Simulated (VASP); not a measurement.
# VASP 6.6.1 run: MgO

INCAR

```
IBRION = -1
LCHARG = .FALSE.
NSW = 0
PREC = Accurate
NBANDS = 16
LASPH = .TRUE.
SIGMA = 0.02
ISMEAR = -1
NELM = 120
LREAL = .FALSE.
ISIF = 2
LWAVE = .FALSE.
GGA = RE
ENCUT = 520
EDIFF = 1E-7
```

KPOINTS

```
KPOINTS created by Atomic Simulation Environment
0
Gamma
12 12 6
0 0 0
```

POSCAR

```
Mg O
 1.0000000000000000
     3.2882172281021651   -0.0000000000288675    0.0000000000000000
    -1.6441086140260825    2.8476796527125590    0.0000000000000000
     0.0000000000000000    0.0000000000000000    4.9336789492999999
 Mg  O
   2   2
Cartesian
  0.0000000000166667  1.8984531017987498 -0.0652341425312186
  1.6441086140594159  0.9492265508849412  2.4016053321187814
  0.0000000000166667  1.8984531017987498  1.9153637485187187
  1.6441086140594159  0.9492265508849412  4.3822032231687187
```

The recommended PBE PAW datasets give the neutral cell 16 valence electrons.

Command

```
mpirun -np 1 vasp_std
```

OSZICAR

```
N       E                     dE             d eps       ncg     rms          rms(c)
DAV:   1     0.629837829074E+02    0.62984E+02   -0.76196E+03  2432   0.890E+02
DAV:   2    -0.226575682785E+02   -0.85641E+02   -0.78383E+02  3384   0.197E+02
DAV:   3    -0.265974158408E+02   -0.39398E+01   -0.39299E+01  2656   0.439E+01
DAV:   4    -0.266134995954E+02   -0.16084E-01   -0.16084E-01  2984   0.329E+00
DAV:   5    -0.266135774855E+02   -0.77890E-04   -0.77890E-04  2752   0.219E-01    0.118E+01
DAV:   6    -0.223643159523E+02    0.42493E+01   -0.11956E+01  2432   0.261E+01    0.376E+00
DAV:   7    -0.223489025643E+02    0.15413E-01   -0.14069E-01  2480   0.303E+00    0.223E+00
DAV:   8    -0.223711322316E+02   -0.22230E-01   -0.99542E-02  2520   0.347E+00    0.493E-01
DAV:   9    -0.223687563317E+02    0.23759E-02   -0.33801E-03  3096   0.523E-01    0.166E-01
DAV:  10    -0.223700966637E+02   -0.13403E-02   -0.27660E-03  2472   0.335E-01    0.560E-02
DAV:  11    -0.223701256427E+02   -0.28979E-04   -0.37083E-05  2776   0.534E-02    0.262E-02
DAV:  12    -0.223701294792E+02   -0.38366E-05   -0.21477E-05  2464   0.381E-02    0.433E-03
DAV:  13    -0.223701293791E+02    0.10015E-06   -0.21377E-06  2640   0.115E-02    0.191E-03
DAV:  14    -0.223701294154E+02   -0.36281E-07   -0.15453E-07  2008   0.393E-03
   1 F= -.22370129E+02 E0= -.22370129E+02  d E =-.672722E-12
```

Standard output (part)

```
POSCAR found type information on POSCAR MgO
 POSCAR found :  2 types and       4 ions
 LDA part: xc-table for (Slater+PW92), standard interpolation
 POSCAR, INCAR and KPOINTS ok, starting setup
 WAVECAR not read
 entering main loop
```

From OUTCAR

```
k-points           NKPTS =     76   k-points in BZ     NKDIM =     76   number of bands    NBANDS=     16

   NELECT =      16.0000    total number of electrons

   dimension x,y,z NGX =    24 NGY =   24 NGZ =   40
   dimension x,y,z NGXF=    48 NGYF=   48 NGZF=   80

  energy-cutoff  :      520.00
  volume of cell :       46.20
      direct lattice vectors                 reciprocal lattice vectors
     3.288217228 -0.000000000  0.000000000     0.304116161  0.175581547  0.000000000
    -1.644108614  2.847679653  0.000000000     0.000000000  0.351163095  0.000000000
     0.000000000  0.000000000  4.933678949     0.000000000  0.000000000  0.202688503

 k-points in reciprocal lattice and weights: KPOINTS created by Atomic Simulation Env
   0.00000000  0.00000000  0.00000000       0.001
   0.08333333  0.00000000  0.00000000       0.007
   0.16666667  0.00000000  0.00000000       0.007
   0.25000000 -0.00000000  0.00000000       0.007
   0.33333333  0.00000000  0.00000000       0.007
   0.41666667 -0.00000000  0.00000000       0.007
   0.50000000 -0.00000000  0.00000000       0.003
   0.08333333  0.08333333  0.00000000       0.007
   ...

 E-fermi :   1.8734

 k-point     1 :       0.0000    0.0000    0.0000
  band No.  band energies     occupation
      1     -14.9937      2.00000
      2     -14.1523      2.00000
      3      -1.9027      2.00000
      4       0.6030      2.00000
      5       0.6030      2.00000
      6       0.9535      2.00000
      7       0.9535      2.00000
      8       1.4277      2.00000
      9       5.1011      0.00000
     10      10.2234      0.00000
     11      12.0757      0.00000
     12      15.7514      0.00000
     13      15.7514      0.00000
     14      17.7077      0.00000
     15      18.2024      0.00000
     16      18.2024      0.00000

 k-point     2 :       0.0833    0.0000    0.0000
  band No.  band energies     occupation
      1     -14.9580      2.00000
      2     -14.1407      2.00000
      3      -1.8349      2.00000
      4       0.4386      2.00000
      5       0.5546      2.00000
      6       0.7285      2.00000
      7       0.9603      2.00000
      8       1.4025      2.00000
      9       5.4354      0.00000
     10      10.4201      0.00000
     11      12.0089      0.00000
     12      14.8356      0.00000
     13      15.8733      0.00000
     14      17.6338      0.00000
     15      18.2058      0.00000
     16      18.3193      0.00000

 k-point     3 :       0.1667    0.0000    0.0000
  band No.  band energies     occupation
      1     -14.8571      2.00000
      2     -14.1111      2.00000
      3      -1.6385      2.00000
      4      -0.0597      2.00000
      5       0.3151      2.00000
      6       0.4391      2.00000
      7       0.9634      2.00000
      8       1.3218      2.00000
      9       6.2316      0.00000
     10      10.8572      0.00000
     11      11.8602      0.00000
     12      13.5788      0.00000
     13      16.1803      0.00000
     14      16.3332      0.00000
     15      17.3241      0.00000
     16      17.5186      0.00000

 ...

  Total        2.4952417      2.4952417      2.4375990      0.0000000      0.0000000      0.0000000
  in kB       86.5367698     86.5367698     84.5376801      0.0000000      0.0000000      0.0000000
  external PRESSURE =      85.8704066 kB  Pullay stress =       0.0000000 kB

 POSITION                                       TOTAL-FORCE (eV/Angst)
 -----------------------------------------------------------------------------------
      0.00000      1.89845      4.86844         0.000000     -0.000000     -0.032345
      1.64411      0.94923      2.40161        -0.000000      0.000000     -0.032345
      0.00000      1.89845      1.91536        -0.000000      0.000000      0.032345
      1.64411      0.94923      4.38220        -0.000000      0.000000      0.032345
 -----------------------------------------------------------------------------------
    total drift:                               -0.000000     -0.000000      0.000629

  FREE ENERGIE OF THE ION-ELECTRON SYSTEM (eV)
  ---------------------------------------------------
  free  energy   TOTEN  =       -22.3701294154 eV

  energy  without entropy=      -22.3701294154  energy(sigma->0) =      -22.37012942
```

It converged. Results: gap between bands v and c on the k mesh 3.67 eV; least direct gap on the k mesh 3.67 eV; pressure 8.6 GPa; largest force 0.03 eV/Å. Band v is the last that the valence electrons fill when counted band by band, and c is the next.

For comparison, a separate PBE run of the intended cell, on usual settings and not on those above, gives a gap of 3.57 eV on its mesh and a pressure of 5.8 GPa.

The run above took about 34 s on one core of a shared host (Intel Xeon Platinum 8488C) and held 0.19 GiB at most.
